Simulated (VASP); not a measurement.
# GaAs (F-43m) in VASP: notebook

One crystal, GaAs, is run at these levels: PBE; tasks: G0W0 quasiparticle levels.

Program: VASP 6.6.1. These are calculated values, not measurements. Logs are shortened: lines on timing, memory, paths and dates and some standing lists are left out, and cuts for length are marked.

## Step 1: The crystal as given

Symmetry: F-43m, No. 216, cubic system. The conventional cell has a = 5.654 Å, b = 5.654 Å, c = 5.654 Å, α = 90.00°, β = 90.00°, γ = 90.00°. As (site symmetry -43m) has 4 Ga at 2.45 Å as nearest neighbours. Around Ga (site symmetry -43m) lie 4 As at 2.45 Å.

## Step 2: G0W0 quasiparticle levels, PBE

Contents of POSCAR:

```
GaAs
1.0
    0.0000000000      2.8268500000      2.8268500000
    2.8268500000      0.0000000000      2.8268500000
    2.8268500000      2.8268500000      0.0000000000
As Ga
1 1
Direct
    0.7500000000      0.7500000000      0.7500000000
    0.0000000000      0.0000000000      0.0000000000
```

Contents of INCAR.step1:

```
PREC = Accurate ; ENCUT = 450
EDIFF = 1E-8 ; ISMEAR = 0
SIGMA = 0.01 ; LREAL = F
LASPH = T ; NELM = 60
ALGO = Normal ; LWAVE = T
LCHARG = F ; GGA = PE
```

Contents of INCAR.step2:

```
PREC = Accurate ; ENCUT = 450
EDIFF = 1E-8 ; ISMEAR = 0
SIGMA = 0.01 ; LREAL = F
LASPH = T ; NELM = 1
ALGO = Exact ; LWAVE = T
LCHARG = F ; GGA = PE
NBANDS = 36 ; LOPTICS = T
ISTART = 1
```

Contents of INCAR.step3:

```
PREC = Accurate ; ENCUT = 450
EDIFF = 1E-8 ; ISMEAR = 0
SIGMA = 0.01 ; LREAL = F
LASPH = T ; ALGO = EVGW0
LWAVE = F ; LCHARG = F
GGA = PE ; NELMGW = 1
NBANDS = 36 ; ENCUTGW = 100
NOMEGA = 48 ; PRECFOCK = Fast
ISTART = 1 ; NBANDSGW = 17
```

Contents of KPOINTS:

```
regular mesh
0
Gamma
  2 2 2
```

Potentials or basis: VASP PAW PBE potentials, release 64 (As_GW, Ga_d_GW).

The run is started by

```bash
$ cat potpaw_PBE.64/As_GW/POTCAR potpaw_PBE.64/Ga_d_GW/POTCAR > POTCAR
$ cp INCAR.step1 INCAR
$ mpirun -np 1 vasp_std > vasp.out
$ cp INCAR.step2 INCAR
$ mpirun -np 1 vasp_std > vasp.out
$ cp INCAR.step3 INCAR
$ mpirun -np 1 vasp_std > vasp.out
```

OUTCAR:

```text
PREC = Accurate
   ENCUT = 450
   EDIFF = 1E-8
   ISMEAR = 0
   LREAL = F
   LASPH = T
   GGA = PE
   NELMGW = 1
   ENCUTGW = 100
   PRECFOCK = Fast
   ISTART = 1

 Found      3 irreducible k-points:

 Following reciprocal coordinates:
            Coordinates               Weight
  0.000000  0.000000  0.000000      1.000000
  0.500000  0.000000  0.000000      4.000000
  0.500000  0.500000  0.000000      3.000000
   k-points           NKPTS =      3   k-points in BZ     NKDIM =      8   number of bands    NBANDS=     36
   number of dos      NEDOS =    301   number of ions     NIONS =      2
   total plane-waves  NPLWV =  21952
   dimension x,y,z NGX =    28 NGY =   28 NGZ =   28
   dimension x,y,z NGXF=    56 NGYF=   56 NGZF=   56
   ions per type =               1   1
   NGX,Y,Z   is equivalent  to a cutoff of  11.64, 11.64, 11.64 a.u.
   NGXF,Y,Z  is equivalent  to a cutoff of  23.29, 23.29, 23.29 a.u.
 SYSTEM =  unknown system
   PREC   = accura    normal or accurate (medium, high low for compatibility)
   ISTART =      1    job   : 0-new  1-cont  2-samecut
   ICHARG =      0    charge: 1-file 2-atom 10-const
   ISPIN  =      1    spin polarized calculation?
   LNONCOLLINEAR =      F non collinear calculations
   LSORBIT =      F    spin-orbit coupling
   LASPH  =      T    aspherical Exc in radial PAW
   ENCUT  =  450.0 eV  33.07 Ry    5.75 a.u.   6.91  6.91  6.91*2*pi/ulx,y,z
   NELM   =     60;   NELMIN=  2; NELMDL=  0     # of ELM steps
   EDIFF  = 0.1E-07   stopping-criterion for ELM
   LREAL  =      F    real-space projection
   EDIFFG = 0.1E-06   stopping-criterion for IOM
   NSW    =      0    number of steps for IOM
   IBRION =     -1    ionic relax: 0-MD 1-quasi-New 2-CG
   NFREE  =      0    steps in history (QN), initial steepest desc. (CG)
   ISIF   =      0    stress and relaxation
   ISYM   =      3    0-nonsym 1-usesym 2-fastsym
   POTIM  = 0.5000    time-step for ionic-motion
   TEBEG  =    0.0;   TEEND  =   0.0 temperature during run
   PSTRESS=    0.0 pullay stress
   NELECT =      18.0000    total number of electrons
   NUPDOWN=      -1.0000    fix difference up-down
   EMIN   =  10.00;   EMAX   =-10.00  energy-range for DOS
   EFERMI =   0.00;   METHOD = LEGACY
   ISMEAR =     0;   SIGMA  =   0.01  broadening in eV -4-tet -1-fermi 0-gaus
   EFERMI_NEDOS =   21; number of points for ismear=-14 and -15
   IALGO  =     38    algorithm
   IMIX   =      4    mixing-type and parameters
     AMIX     =   0.40;   BMIX     =  1.00
     AMIX_MAG =   1.60;   BMIX_MAG =  1.00
  volume/ion in A,a.u.               =      22.59       152.44
  Fermi-wavevector in a.u.,A,eV,Ry     =   1.204628  2.276417 19.743799  1.451128
  Thomas-Fermi vector in A             =   2.340347
   LORBIT       =      0    0 simple, 1 ext, 2 COOP (PROOUT), +10 PAW based schemes
   GGA     = PE    functional components
   LHFCALC =     T    Hartree Fock is set to
   PRECFOCK=fast      Normal, Fast or Accurate (Low or Medium for compatibility)
   ENCUT4O =  -1.0   cutoff for four orbital integrals eV
   NKREDX  =     1    reduce k-point grid by
   NKREDY  =     1    reduce k-point grid by
   NKREDZ  =     1    reduce k-point grid by
   AEXX    =    1.0000 exact exchange contribution
   HFSCREEN=    0.0000 screening length (either q_TF or 0.3 A-1)
   HFSCREENC=   0.0000 screening length for correlation (either q_TF or 0.3 A-1)
   ENCUTFOCK=  -1.0 apply spherical cutoff to Coloumb kernel
   IVDW    =     0    specifies the selected vdW correction
   LEPSILON=     F    determine dielectric tensor
   LRPA    =     F    only Hartree local field effects (RPA)
   LRPAFORCE           =     F    calculate RPA forces
   ENCUTGW             = 100.0    cutoff for response function in eV
   ENCUTGWSOFT         =  80.0    soft cutoff for Coulomb kernel in GW response function in eV
   ENCUTLF             =  -1.0    cutoff for local field effects
   NELMGW              =     1    number of iterations in solving QP/BSE equation
   NELMHF              =     1    number of iterations in the inner HF iteration
   NKREDLFX            =     1    NKREDLFY  =   1   NKREDLFZ  =   1
 non-spin polarized calculation
 Gauss-broadening in eV      SIGMA  =   0.01
  energy-cutoff  :      450.00
  volume of cell :       45.18
 maximum number of plane-waves:       982
 NGX is ok and might be reduce to    28
  NGX = 16; NGY = 16; NGZ = 16
   NGX = 13   NGY = 13   NGZ = 13
 maximum number of plane-waves:       113
 NGX is ok and might be reduce to    14

 QP shifts <psi_nk| G(iteration)W_0 |psi_nk>: iteration 1
 for sc-GW calculations column KS-energies equals QP-energies in previous step
 and V_xc(KS)=  KS-energies - (<T + V_ion + V_H > + <T+V_H+V_ion>^1  + <V_x>^1)

 k-point   1 :       0.0000    0.0000    0.0000
  band No.  KS-energies  QP-energies   sigma(KS)   V_xc(KS)     V^pw_x(r,r')   Z            occupation Imag(sigma)

      1     -10.9820     -13.8375     -25.7898     -21.7215     -35.1186       0.7019       2.0000       0.3914
      2     -10.9820     -13.8375     -25.7898     -21.7215     -35.1186       0.7019       2.0000       0.3914
      3     -10.9820     -13.8375     -25.7898     -21.7215     -35.1186       0.7019       2.0000       0.3914
      4     -10.9129     -13.7843     -25.8838     -21.8072     -35.1701       0.7044       2.0000       0.3498
      5     -10.9129     -13.7843     -25.8838     -21.8072     -35.1701       0.7044       2.0000       0.3498
      6      -8.5469      -8.6467     -11.2556     -11.1117     -17.9486       0.6933       2.0000       1.0695
      7       4.1977       4.1374     -11.9901     -11.9141     -14.9074       0.7930       2.0000       0.1119
      8       4.1977       4.1374     -11.9901     -11.9141     -14.9074       0.7930       2.0000       0.1119
      9       4.1977       4.1374     -11.9901     -11.9141     -14.9074       0.7930       2.0000       0.1119
     10       4.6412       5.6364     -10.2201     -11.4835      -5.9217       0.7877       0.0000      -0.0981
     11       7.6922       8.1725      -9.3559      -9.9459      -5.0272       0.8140       0.0000      -0.1629
     12       7.6922       8.1725      -9.3559      -9.9459      -5.0272       0.8140       0.0000      -0.1629
     13       7.6922       8.1725      -9.3559      -9.9459      -5.0272       0.8140       0.0000      -0.1629
     14      11.7599      11.7252      -7.4448      -7.4023      -2.2528       0.8159       0.0000      -0.3535
     15      14.0997      14.6052      -9.1655      -9.7985      -4.4359       0.7986       0.0000      -0.2710
     16      14.0997      14.6052      -9.1655      -9.7985      -4.4359       0.7986       0.0000      -0.2710
     17      15.5672      15.5668      -7.4374      -7.4370      -2.0191       0.8038       0.0000      -0.5513

 k-point   2 :       0.5000    0.0000    0.0000
  band No.  KS-energies  QP-energies   sigma(KS)   V_xc(KS)     V^pw_x(r,r')   Z            occupation Imag(sigma)

      1     -11.0466     -13.8366     -25.3838     -21.4307     -34.6816       0.7058       2.0000       0.4354
      2     -10.9642     -13.8317     -25.8197     -21.7506     -35.1447       0.7047       2.0000       0.3851
      3     -10.9642     -13.8317     -25.8197     -21.7506     -35.1447       0.7047       2.0000       0.3851
      4     -10.9083     -13.7966     -25.9028     -21.8224     -35.1946       0.7079       2.0000       0.3531
      5     -10.9083     -13.7966     -25.9028     -21.8224     -35.1946       0.7079       2.0000       0.3531
      6      -6.7407      -6.9884     -12.4010     -12.0582     -18.4541       0.7226       2.0000       0.8061
      7      -2.5927      -2.9229     -10.7834     -10.3698     -14.4270       0.7984       2.0000       0.3766
      8       3.0052       2.9157     -11.5318     -11.4178     -14.5092       0.7849       2.0000       0.1349
      9       3.0052       2.9157     -11.5318     -11.4178     -14.5092       0.7849       2.0000       0.1349
     10       5.0681       5.6841      -9.5409     -10.3030      -5.3622       0.8084       0.0000      -0.1037
     11       8.6247       8.9811      -9.1258      -9.5664      -4.6679       0.8090       0.0000      -0.1940
     12       8.6247       8.9811      -9.1258      -9.5664      -4.6679       0.8090       0.0000      -0.1940
     13      11.8889      11.7008      -7.4527      -7.2155      -2.3201       0.7932       0.0000      -0.3344
     14      14.6767      15.2733      -8.8059      -9.5024      -3.7209       0.8566       0.0000      -0.5153
     15      15.9081      16.4937      -8.7860      -9.5150      -3.5721       0.8034       0.0000      -0.4859
     16      15.9081      16.4937      -8.7860      -9.5150      -3.5721       0.8034       0.0000      -0.4859
     17      16.5532      17.3256      -9.1989     -10.1799      -3.6861       0.7874       0.0000      -0.5196

 k-point   3 :       0.5000    0.5000    0.0000
  band No.  KS-energies  QP-energies   sigma(KS)   V_xc(KS)     V^pw_x(r,r')   Z            occupation Imag(sigma)

      1     -11.0768     -13.8418     -25.3302     -21.3990     -34.6407       0.7033       2.0000       0.4338
      2     -10.9374     -13.7931     -25.7903     -21.7339     -35.0658       0.7040       2.0000       0.3535
      3     -10.9347     -13.8298     -25.9129     -21.8223     -35.2441       0.7078       2.0000       0.3829
      4     -10.9347     -13.8298     -25.9129     -21.8223     -35.2441       0.7078       2.0000       0.3829
      5     -10.9004     -13.7939     -25.9126     -21.8332     -35.2004       0.7093       2.0000       0.3489
      6      -5.9523      -6.2072     -12.6457     -12.3014     -18.3981       0.7403       2.0000       0.7807
      7      -2.8122      -3.0350     -11.1925     -10.8973     -15.0832       0.7549       2.0000       0.3248
      8       1.4282       1.2503     -10.9579     -10.7323     -14.0402       0.7884       2.0000       0.1873
      9       1.4282       1.2503     -10.9579     -10.7323     -14.0402       0.7884       2.0000       0.1873
     10       5.4966       5.5064      -8.3799      -8.3919      -4.1215       0.8148       0.0000      -0.1182
     11       5.7290       5.9996      -8.9610      -9.2954      -4.8029       0.8095       0.0000      -0.1196
     12      14.2247      15.1663      -9.8460     -11.0224      -4.4798       0.8003       0.0000      -0.5661
     13      14.2247      15.1663      -9.8460     -11.0224      -4.4798       0.8003       0.0000      -0.5661
     14      15.2691      16.0349      -9.1809     -10.1244      -4.0678       0.8117       0.0000      -0.4971
     15      17.3519      18.0996      -9.1934     -10.1463      -3.5909       0.7846       0.0000      -0.5766
     16      17.4189      18.0209      -8.7473      -9.5067      -3.5830       0.7927       0.0000      -0.4245
     17      17.4433      17.9235      -9.2583      -9.8463      -4.2571       0.8167       0.0000      -0.4456
```

Wall time 30 s (1 thread of AMD EPYC 7R43 (Zen 3), shared host); peak memory 0.21 GiB.

These settings aren't checked as converged: the numbers below hold their error.

What came out:

```
Band gap on the k mesh, mean-field level : 0.44 eV, direct
Quasiparticle gap                        : 1.37 eV
Least direct quasiparticle gap           : 1.50 eV
```

Caveat: the k mesh is coarse (spacing up to 0.96 Å⁻¹), so the values aren't converged; bands, screening cutoff and mesh are small and nothing is extrapolated, so the quasiparticle values aren't converged.

(Part 1 of 2 ends here.)
